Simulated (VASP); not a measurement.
A run of VASP 6.6.1 is set up as follows.

INCAR

```
SYSTEM = InP
PREC = Accurate
ENCUT = 520
EDIFF = 1E-8
ISMEAR = 0
SIGMA = 0.01
LREAL = .FALSE.
LASPH = .TRUE.
NELM = 100
ALGO = Fast
ISIF = 2
LWAVE = .FALSE.
LCHARG = .FALSE.
GGA = PE
IVDW = 12
NBANDS = 16
IBRION = 6
NFREE = 2
POTIM = 0.015
NSW = 1
```

Contents of KPOINTS:

```
regular mesh
0
G
  8 8 8
  0 0 0
```

POSCAR

```
InP
1.0
    0.0000000000      2.9467943525      2.9467943525
    2.9467943525      0.0000000000      2.9467943525
    2.9467943525      2.9467943525      0.0000000000
In P
1 1
Direct
    0.0000000000      0.0000000000      0.0000000000
    0.2500000000      0.2500000000      0.2500000000
```

Potentials or basis: VASP PAW PBE potentials, release 64 (In_d, P).

Launch:

```bash
$ cat potpaw_PBE.64/In_d/POTCAR potpaw_PBE.64/P/POTCAR > POTCAR
$ mpirun -np 1 vasp_std > vasp.out
```

(1) Estimate the highest phonon frequency at Γ, LO-TO splitting left out.

(2) What does it give for the dispersion energy per atom?

Results:

(1) 296 cm⁻¹.

(2) -0.308 eV.
